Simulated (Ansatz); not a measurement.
# Transmission past a defect: Au wire along [110], 4 atoms a period, NO placed on top of one Au, part 3 of 4

What does the defect do to the conductance?

Ansatz 0.2.0; DFT PBE, plane waves, PAW; relaxation of a wire's period (the session's first sound run).

So far, conductance of the lead as this run defines it (G₀): step 3 (the perfect wire) 3.63.

## (4) Relaxing the junction

This step: DFT PBE, plane waves, PAW; relaxation of a junction in a wire, ends held (Ansatz 0.2.0).

System of this step: Au wire along [110], 4 atoms a period, NO placed on top of one Au. The cell holds 38 atoms: 36 Au, 1 N and 1 O. Its edges and angles: a = 8.880 Å, b = 11.212 Å, c = 24.336 Å, α = 90.0°, β = 90.0°, γ = 90.0°. Regions: held atoms, 24 atoms (24 Au); free atoms, 14 atoms (12 Au, 1 N and 1 O). Vacuum lies along a and b. The structure's axis is c.

14 atoms at the defect are free to relax, while 24 stay where the perfect wire has them, so that the ends still repeat as a lead. The cutoff is set under the files' recommended one to save time.

input.yaml reads:

```yaml
crystal:
  lattice:
    - [8.88, 0.0, 0.0]
    - [0.0, 11.212, 0.0]
    - [0.0, 0.0, 24.3362530524]
  atoms:
    - { symbol: Au, position: [0.386950635, 0.681461448, 0.0] }
    - { symbol: Au, position: [0.37206976, 0.431110303, 0.0] }
    - { symbol: Au, position: [0.613049365, 0.31856944, 0.055555556] }
    - { symbol: Au, position: [0.62793024, 0.568920585, 0.055555556] }
    - { symbol: Au, position: [0.386950635, 0.681461448, 0.111111111] }
    - { symbol: Au, position: [0.37206976, 0.431110303, 0.111111111] }
    - { symbol: Au, position: [0.613049365, 0.31856944, 0.166666667] }
    - { symbol: Au, position: [0.62793024, 0.568920585, 0.166666667] }
    - { symbol: Au, position: [0.386950635, 0.681461448, 0.222222222] }
    - { symbol: Au, position: [0.37206976, 0.431110303, 0.222222222] }
    - { symbol: Au, position: [0.613049365, 0.31856944, 0.277777778] }
    - { symbol: Au, position: [0.62793024, 0.568920585, 0.277777778] }
    - { symbol: Au, position: [0.386950635, 0.681461448, 0.333333333] }
    - { symbol: Au, position: [0.37206976, 0.431110303, 0.333333333] }
    - { symbol: Au, position: [0.613049365, 0.31856944, 0.388888889] }
    - { symbol: Au, position: [0.62793024, 0.568920585, 0.388888889] }
    - { symbol: Au, position: [0.386950635, 0.681461448, 0.444444444] }
    - { symbol: Au, position: [0.37206976, 0.431110303, 0.444444444] }
    - { symbol: Au, position: [0.613049365, 0.31856944, 0.5] }
    - { symbol: Au, position: [0.62793024, 0.568920585, 0.5] }
    - { symbol: Au, position: [0.386950635, 0.681461448, 0.555555556] }
    - { symbol: Au, position: [0.37206976, 0.431110303, 0.555555556] }
    - { symbol: Au, position: [0.613049365, 0.31856944, 0.611111111] }
    - { symbol: Au, position: [0.62793024, 0.568920585, 0.611111111] }
    - { symbol: Au, position: [0.386950635, 0.681461448, 0.666666667] }
    - { symbol: Au, position: [0.37206976, 0.431110303, 0.666666667] }
    - { symbol: Au, position: [0.613049365, 0.31856944, 0.722222222] }
    - { symbol: Au, position: [0.62793024, 0.568920585, 0.722222222] }
    - { symbol: Au, position: [0.386950635, 0.681461448, 0.777777778] }
    - { symbol: Au, position: [0.37206976, 0.431110303, 0.777777778] }
    - { symbol: Au, position: [0.613049365, 0.31856944, 0.833333333] }
    - { symbol: Au, position: [0.62793024, 0.568920585, 0.833333333] }
    - { symbol: Au, position: [0.386950635, 0.681461448, 0.888888889] }
    - { symbol: Au, position: [0.37206976, 0.431110303, 0.888888889] }
    - { symbol: Au, position: [0.613049365, 0.31856944, 0.944444444] }
    - { symbol: Au, position: [0.62793024, 0.568920585, 0.944444444] }
    - { symbol: "N", position: [0.71245338, 0.151573478, 0.5], spin: 0.4 }
    - { symbol: O, position: [0.768638258, 0.057184456, 0.5], spin: 0.4 }
magnetization:
  spin_polarized: true
kpoints:
  mp_grid: { grid: [1, 1, 2] }
scf:
  occupations: { method: fermi_dirac, width: 0.1 }
hamiltonian:
  xc: pbe
relax:
  constraints:
    - { sites: [0, 1, 2, 3, 4, 5, 6, 7, 8, 9, 10, 11, 24, 25, 26, 27, 28, 29, 30, 31, 32, 33, 34, 35] }
  f_tol: 0.06
  max_steps: 35
basis:
  ecutwfc: "350 eV"
```

On the command line:

```
$ ansatz run input.yaml --threads 4 --pin off --max-ram 16384MiB --backend cpu --events-out ev --progress --plain --runs-dir out
```

Numbers of over 12 decimals in the logs are rounded to 6 here.

The program printed:

```text
[...]
Warning: crystal.symmetry: narrowed to the stabiliser of the relax constraints — unitary ops 2 → 1; lowered at sites 12, 13, 24, 25 (the operations that carried what is held of a site onto what its image site leaves free; the constrained walk keeps no symmetry that its constraints do not admit)
[...]
Crystal: 38 atoms, lattice volume = 2422.980 Å³
Basis set: ecut = 350 eV, 35947 PW (Γ), exchange–correlation on 120×144×300 points (8 copies of the dense FFT grid, shifted against one another)
Bands: 418, of which v1, the nominal top of the filled ones, is band 348 counted from 1 (347 counted from 0)
Symmetry: 1 space group operations
k-points: 2
[...]
Starting moments: Σ|m| = 0.8 μB on 2 of 38 sites
[...]
SCF iter   1: F=—  HF=-474303.363583 eV  |F-HF|=—  |Δ(HF+E_count)|=         —  Δρ=1.70e-2 (↑1.70e-2 ↓1.65e-2)  dr2=3.43e1  dr2_m=1.54e-1  M=1.064 μB ∫|m|=1.235 μB  β_m=0.30  ethr=3.10e-3  ⟨swp⟩=6.0  Hψ=6440  notcnv=0  defer=35
[...]
spin=Collinear: LDOS preconditioning applied to the charge; magnetization (m = ρ↑ − ρ↓) channel mixes plain (no charge-response kernel on spin).
SCF iter   2: F=—  HF=-474297.947630 eV  |F-HF|=—  |Δ(HF+E_count)|=    5.42e0  Δρ=1.03e-2 (↑1.03e-2 ↓8.73e-3)  dr2=1.18e1  dr2_m=1.65e-1  M=1.239 μB ∫|m|=1.499 μB  β_m=1.00  ethr=3.10e-3  ⟨swp⟩=2.2  Hψ=2739  notcnv=0  defer=166
[...]
SCF iter  15: F=—  HF=-474296.514670 eV  |F-HF|=—  |Δ(HF+E_count)|=   1.40e-4  Δρ=1.91e-4 (↑1.91e-4 ↓7.52e-5)  dr2=9.95e-4  dr2_m=3.76e-4  M=0.880 μB ∫|m|=1.207 μB  β_m=0.30  ethr=1.42e-7  ⟨swp⟩=2.0  Hψ=2127  notcnv=0  defer=164
[...]
spin-set hold released at iteration 15 (site moments contracting): the magnetisation degrees of freedom join the quasi-Newton model from the next iteration; the mixer history was flushed
SCF iter  16: F=—  HF=-474296.514789 eV  |F-HF|=—  |Δ(HF+E_count)|=   1.19e-4  Δρ=1.97e-4 (↑1.97e-4 ↓4.79e-5)  dr2=1.70e-3  dr2_m=3.20e-4  M=0.875 μB ∫|m|=1.200 μB  β_m=0.65  ethr=1.42e-7  ⟨swp⟩=1.5  Hψ=1516  notcnv=0  defer=164
[...]
SCF iter  21: F=-474296.514827 eV  HF=-474296.514828 eV  |F-HF|=8.94e-7  |Δ(HF+E_count)|=   9.99e-7  Δρ=4.39e-6 (↑4.39e-6 ↓3.96e-6)  dr2=1.37e-6  dr2_m=2.12e-7  M=0.883 μB ∫|m|=1.205 μB  ethr=3.40e-10  ⟨swp⟩=2.5  Hψ=3090  notcnv=0
SCF 1 converged in 21 iterations: F = -474296.514827 eV  dr2 = 1.37e-6
[...]
relax step   1: F+E_penalty+E_count = -474296.51482681 eV  Δ(F+E_penalty+E_count) = +0.000e0 eV  max|allowed force component| = 3.440e-1 eV/Å  Δτ_max = 0.0000 Å  (21 SCF iters, dr2 threshold 9.00e-5 eV, accepted)
[...]
Starting moments: Σ|m| = 0.8 μB on 2 of 38 sites; this step starts from the density that it was given
[...]
SCF iter  13: F=-474296.552863 eV  HF=-474296.552863 eV  |F-HF|=2.32e-7  |Δ(HF+E_count)|=   4.23e-7  Δρ=1.64e-6 (↑1.64e-6 ↓1.41e-6)  dr2=3.19e-7  dr2_m=2.66e-8  M=0.884 μB ∫|m|=1.202 μB  ethr=8.68e-11  ⟨swp⟩=1.0  Hψ=4669  notcnv=0
SCF 2 converged in 13 iterations: F = -474296.552863 eV  dr2 = 3.19e-7
relax step   2: F+E_penalty+E_count = -474296.55286304 eV  Δ(F+E_penalty+E_count) = -3.804e-2 eV  max|allowed force component| = 4.288e-1 eV/Å  Δτ_max = 0.1561 Å  (13 SCF iters, dr2 threshold 7.40e-6 eV, accepted)
SCF iter   1: F=—  HF=-474296.593480 eV  |F-HF|=—  |Δ(HF+E_count)|=         —  Δρ=1.25e-3 (↑1.19e-3 ↓1.25e-3)  dr2=7.69e-2  dr2_m=6.86e-3  M=0.849 μB ∫|m|=1.165 μB  β_m=0.30  ethr=1.15e-4  ⟨swp⟩=4.0  Hψ=4612  notcnv=0  defer=167
[...]
SCF iter  13: F=-474296.585950 eV  HF=-474296.585950 eV  |F-HF|=6.73e-8  |Δ(HF+E_count)|=   1.87e-7  Δρ=2.21e-6 (↑2.21e-6 ↓1.77e-6)  dr2=2.06e-7  dr2_m=5.79e-8  M=0.876 μB ∫|m|=1.195 μB  ethr=1.39e-10  ⟨swp⟩=1.0  Hψ=4572  notcnv=0
SCF 3 converged in 13 iterations: F = -474296.585950 eV  dr2 = 2.06e-7
relax step   3: F+E_penalty+E_count = -474296.58594966 eV  Δ(F+E_penalty+E_count) = -3.309e-2 eV  max|allowed force component| = 2.116e-1 eV/Å  Δτ_max = 0.0948 Å  (13 SCF iters, dr2 threshold 1.15e-5 eV, accepted)
[... from here on, the SCF cycles and remarks between the steps are left out ...]
relax step   4: F+E_penalty+E_count = -474296.60952333 eV  Δ(F+E_penalty+E_count) = -2.357e-2 eV  max|allowed force component| = 2.788e-1 eV/Å  Δτ_max = 0.1373 Å  (12 SCF iters, dr2 threshold 1.09e-5 eV, accepted)
relax step   5: F+E_penalty+E_count = -474296.65943298 eV  Δ(F+E_penalty+E_count) = -4.991e-2 eV  max|allowed force component| = 1.087e0 eV/Å  Δτ_max = 0.1602 Å  (12 SCF iters, dr2 threshold 1.89e-5 eV, accepted)
relax step   6: F+E_penalty+E_count = -474296.71439129 eV  Δ(F+E_penalty+E_count) = -5.496e-2 eV  max|allowed force component| = 1.233e0 eV/Å  Δτ_max = 0.0856 Å  (9 SCF iters, dr2 threshold 1.00e-4 eV, accepted)
relax step   7: F+E_penalty+E_count = -474296.78674747 eV  Δ(F+E_penalty+E_count) = -7.236e-2 eV  max|allowed force component| = 1.437e0 eV/Å  Δτ_max = 0.0708 Å  (17 SCF iters, dr2 threshold 1.00e-4 eV, accepted)
relax step   8: F+E_penalty+E_count = -474296.88347086 eV  Δ(F+E_penalty+E_count) = -9.672e-2 eV  max|allowed force component| = 3.282e0 eV/Å  Δτ_max = 0.1945 Å  (22 SCF iters, dr2 threshold 1.00e-4 eV, accepted)
relax step   9: F+E_penalty+E_count = -474297.00463909 eV  Δ(F+E_penalty+E_count) = -1.212e-1 eV  max|allowed force component| = 2.180e0 eV/Å  Δτ_max = 0.1943 Å  (27 SCF iters, dr2 threshold 1.00e-4 eV, accepted)
relax step  10: F+E_penalty+E_count = -474297.07739740 eV  Δ(F+E_penalty+E_count) = -7.276e-2 eV  max|allowed force component| = 5.724e-1 eV/Å  Δτ_max = 0.2000 Å  (23 SCF iters, dr2 threshold 1.00e-4 eV, accepted)
relax step  11: F+E_penalty+E_count = -474297.08472047 eV  Δ(F+E_penalty+E_count) = -7.323e-3 eV  max|allowed force component| = 1.412e-1 eV/Å  Δτ_max = 0.0969 Å  (24 SCF iters, dr2 threshold 2.26e-5 eV, accepted)
relax step  12: F+E_penalty+E_count = -474297.08699727 eV  Δ(F+E_penalty+E_count) = -2.277e-3 eV  max|allowed force component| = 6.134e-2 eV/Å  Δτ_max = 0.0629 Å  (32 SCF iters, accepted)
relax step  13: F+E_penalty+E_count = -474297.08908922 eV  Δ(F+E_penalty+E_count) = -2.092e-3 eV  max|allowed force component| = 9.968e-3 eV/Å  Δτ_max = 0.0532 Å  (23 SCF iters, accepted)
relax step  14: F+E_penalty+E_count = -474297.08978061 eV  Δ(F+E_penalty+E_count) = -6.914e-4 eV  max|allowed force component| = 4.173e-2 eV/Å  Δτ_max = 0.0630 Å  (26 SCF iters, accepted)
relax step  15: F+E_penalty+E_count = -474297.09000592 eV  Δ(F+E_penalty+E_count) = -2.253e-4 eV  max|allowed force component| = 2.464e-1 eV/Å  Δτ_max = 0.1290 Å  (30 SCF iters, accepted)
relax step  16: F+E_penalty+E_count = -474297.09053961 eV  Δ(F+E_penalty+E_count) = -5.337e-4 eV  max|allowed force component| = 1.369e-1 eV/Å  Δτ_max = 0.0212 Å  (11 SCF iters, dr2 threshold 6.07e-5 eV, accepted)
relax step  17: F+E_penalty+E_count = -474297.09085674 eV  Δ(F+E_penalty+E_count) = -3.171e-4 eV  max|allowed force component| = 6.212e-3 eV/Å  Δτ_max = 0.0227 Å  (19 SCF iters, dr2 threshold 5.78e-6 eV, accepted)
[...]
SCF iter  13: F=-474297.090857 eV  HF=-474297.090857 eV  |F-HF|=3.88e-8  |Δ(HF+E_count)|=   2.50e-9  Δρ=3.31e-7 (↑3.31e-7 ↓1.86e-7)  dr2=3.97e-8  dr2_m=6.90e-10  M=-0.000 μB ∫|m|=0.000 μB  ethr=1.00e-12  ⟨swp⟩=1.0  Hψ=4034  notcnv=0
[...]
SCF 18 converged in 13 iterations: F = -474297.090857 eV  dr2 = 3.97e-8
relax step  18: F+E_penalty+E_count = -474297.09085682 eV  Δ(F+E_penalty+E_count) = -7.532e-8 eV  max|allowed force component| = 6.207e-3 eV/Å  Δτ_max = 0.0000 Å  (13 SCF iters, accepted)
SCF converged after 13 iterations
Magnetization: -0.0003 μB (347.4999 up, 347.5001 down)
Absolute magnetization: 0.0005 μB (∫|ρ↑−ρ↓|, with the PAW one-centre terms)
[...]
Per-site moments (μB) at R_I (Å): [(7.788619638203419e-7, 1.115412), (8.950620809752306e-7, 1.115412), (5.509962151097681e-7, 1.115412), (2.3462665969843103e-7, 1.115412), (1.4955705160239206e-7, 1.115412), (4.1763204819972775e-7, 1.115412), (3.505755464357698e-7, 1.115412), (8.430505665881418e-7, 1.115412), (1.4103082443763754e-6, 1.115412), (2.5751503271832616e-7, 1.115412), (2.061658505396998e-7, 1.115412), (8.186 [...]
Free energy (F): -474297.090857 eV
[...]
Internal energy: -474296.538581 eV  (E = F + TS)
E sigma→0 (E₀):  -474296.814719 eV
Entropy (-TS):   -0.552276 eV (-14.534 meV/atom)
Fermi energy:    1.310027 eV
[...]
--- Forces (eV/Å), atoms counted from 1 ---
  atom   1  Au     0.01346811    -0.00958730     0.00221632
  atom   2  Au     0.02684242     0.00727540     0.00153167
  atom   3  Au    -0.00315377     0.00199534    -0.02007180
  atom   4  Au    -0.01986015    -0.00209042    -0.00691737
  atom   5  Au     0.00919849     0.00128683    -0.00326272
  atom   6  Au     0.02294965     0.00665703     0.01157031
  atom   7  Au    -0.00418439     0.01400663    -0.00019427
  atom   8  Au    -0.03646342     0.00293479     0.01309723
  atom   9  Au     0.01856710    -0.01296185     0.06020615
  atom  10  Au     0.00823746    -0.00405790     0.06582299
  atom  11  Au    -0.00243798    -0.00016172     0.05573927
  atom  12  Au    -0.02860864    -0.00264506     0.08117775
  atom  13  Au    -0.00158315    -0.00028035    -0.00036699
  atom  14  Au     0.00032847    -0.00015413     0.00027375
  atom  15  Au     0.00108784    -0.00043917     0.00092062
  atom  16  Au     0.00002350    -0.00001468    -0.00155762
  atom  17  Au     0.00061352     0.00070601     0.00042682
  atom  18  Au    -0.00014078    -0.00129992     0.00118937
  atom  19  Au    -0.00178467     0.00620701    -0.00416462
  atom  20  Au     0.00040367    -0.00023196     0.00182738
  atom  21  Au    -0.00034163    -0.00055772    -0.00244145
  atom  22  Au    -0.00085010    -0.00012365    -0.00045079
  atom  23  Au     0.00153476     0.00298395     0.00351306
  atom  24  Au     0.00038274    -0.00082108    -0.00055703
  atom  25  Au     0.03226238    -0.06660145    -0.08695154
  atom  26  Au     0.01369770     0.02464579    -0.09836987
  atom  27  Au    -0.01166354     0.01491206    -0.05215564
  atom  28  Au    -0.04022151     0.01732546    -0.05738950
  atom  29  Au     0.01788948     0.00101572     0.01239130
  atom  30  Au     0.00720922    -0.01516730     0.01118447
  atom  31  Au    -0.00309411     0.00958116     0.00336076
  atom  32  Au    -0.03688369     0.00371101    -0.00553295
  atom  33  Au     0.00896727     0.00001263     0.00350815
  atom  34  Au     0.02462562     0.00813149    -0.01201167
  atom  35  Au    -0.00235233    -0.00075305     0.01710800
  atom  36  Au    -0.01869649    -0.00221670     0.00493026
  atom  37  N     -0.00208531    -0.00577939     0.00049402
  atom  38  O      0.00608239     0.00258948    -0.00010051
  max |Σ_I F_I| component: 3.39e-5 eV/Å
--- Relaxed structure (18 steps of the walk, 18 accepted, 0 SCFs on fresh bases) ---
  F+E_penalty+E_count = -474297.09085682 eV   max|allowed force component| = 6.207e-3 eV/Å
  atoms:
    - { symbol: Au, position: [0.386951, 0.681461448, 0.0] }
    - { symbol: Au, position: [0.37206976, 0.431110303, 0.0] }
    - { symbol: Au, position: [0.613049365, 0.31856944, 0.055555556] }
    - { symbol: Au, position: [0.62793024, 0.568920585, 0.055555556] }
    - { symbol: Au, position: [0.386951, 0.681461448, 0.111111111] }
    - { symbol: Au, position: [0.37206976, 0.431110303, 0.111111111] }
    - { symbol: Au, position: [0.613049365, 0.31856944, 0.166667] }
    - { symbol: Au, position: [0.62793024, 0.568920585, 0.166667] }
    - { symbol: Au, position: [0.386951, 0.681461448, 0.222222222] }
    - { symbol: Au, position: [0.37206976, 0.431110303, 0.222222222] }
    - { symbol: Au, position: [0.613049365, 0.31856944, 0.277777778] }
    - { symbol: Au, position: [0.62793024, 0.568920585, 0.277777778] }
    - { symbol: Au, position: [0.386085, 0.674715, 0.334158] }
    - { symbol: Au, position: [0.370852, 0.425838, 0.333997] }
    - { symbol: Au, position: [0.604350, 0.302369, 0.388741] }
    - { symbol: Au, position: [0.625139, 0.552665, 0.389371] }
    - { symbol: Au, position: [0.379781, 0.651126, 0.444937] }
    - { symbol: Au, position: [0.357723, 0.397788, 0.445101] }
    - { symbol: Au, position: [0.594743, 0.266683, 0.500202] }
    - { symbol: Au, position: [0.607750, 0.518768, 0.500520] }
    - { symbol: Au, position: [0.377618, 0.652637, 0.555965] }
    - { symbol: Au, position: [0.355876, 0.399501, 0.555695] }
    - { symbol: Au, position: [0.606529, 0.309311, 0.611103] }
    - { symbol: Au, position: [0.625790, 0.559467, 0.610863] }
    - { symbol: Au, position: [0.386951, 0.681461448, 0.666667] }
    - { symbol: Au, position: [0.37206976, 0.431110303, 0.666667] }
    - { symbol: Au, position: [0.613049365, 0.31856944, 0.722222] }
    - { symbol: Au, position: [0.62793024, 0.568920585, 0.722222] }
    - { symbol: Au, position: [0.386951, 0.681461448, 0.777778] }
    - { symbol: Au, position: [0.37206976, 0.431110303, 0.777778] }
    - { symbol: Au, position: [0.613049365, 0.31856944, 0.833333] }
    - { symbol: Au, position: [0.62793024, 0.568920585, 0.833333] }
    - { symbol: Au, position: [0.386951, 0.681461448, 0.888888889] }
    - { symbol: Au, position: [0.37206976, 0.431110303, 0.888888889] }
    - { symbol: Au, position: [0.613049365, 0.31856944, 0.944444] }
    - { symbol: Au, position: [0.62793024, 0.568920585, 0.944444] }
    - { symbol: N, position: [0.702584, 0.104080, 0.501757] }
    - { symbol: O, position: [0.832853, 0.092360, 0.500816] }
```

Elapsed: 43 min, on 4 threads of Arm Neoverse V2, shared host; peak memory 9.3 GiB.

The steps of the relaxation:

| step | energy less that of the first step (eV) | largest force component (eV/Å) |
| --- | --- | --- |
| 1 | 0.0000 | 0.3440 |
| 2 | -0.0380 | 0.4288 |
| 3 | -0.0711 | 0.2116 |
| 4 | -0.0947 | 0.2788 |
| 5 | -0.1446 | 1.0872 |
| 6 | -0.1996 | 1.2329 |
| 7 | -0.2719 | 1.4370 |
| 8 | -0.3686 | 3.2825 |
| 9 | -0.4898 | 2.1797 |
| 10 | -0.5626 | 0.5724 |
| 11 | -0.5699 | 0.1412 |
| 12 | -0.5722 | 0.0613 |
| 13 | -0.5743 | 0.0100 |
| 14 | -0.5750 | 0.0417 |
| 15 | -0.5752 | 0.2464 |
| 16 | -0.5757 | 0.1369 |
| 17 | -0.5760 | 0.0062 |
| 18 | -0.5760 | 0.0062 |

The atoms that moved most (Å):

| atom | dx | dy | dz | length |
| --- | --- | --- | --- | --- |
| O38 | 0.570 | 0.394 | 0.020 | 0.694 |
| Au19 | -0.163 | -0.582 | 0.005 | 0.604 |
| Au20 | -0.179 | -0.562 | 0.013 | 0.590 |
| N37 | -0.088 | -0.533 | 0.043 | 0.541 |
| Au18 | -0.127 | -0.374 | 0.016 | 0.395 |
| Au22 | -0.144 | -0.354 | 0.003 | 0.382 |
| Au17 | -0.064 | -0.340 | 0.012 | 0.346 |
| Au21 | -0.083 | -0.323 | 0.010 | 0.334 |

Numbers from this step:

- energy at zero smearing: -474296.8147 eV

The largest force component on a free atom ends at 0.006 eV/Å, under the limit of 0.06. N ends nearest to O at 1.16 Å and Au at 2.06 Å. 2 atoms of the wire itself, hydrogen apart, moved by over 0.45 Å, up to 0.60 Å.

(Continued in part 4 of 4.)

[Logs are printed without paths, hosts, clocks, repeated set-up lines and the standing remarks that a program may print on its own settings, such as how far it seeks lower states.]

[Hosts, paths, dates, database ids (printed as entryN), source tags and the programs' standing remarks are cut or masked in the printed files.]
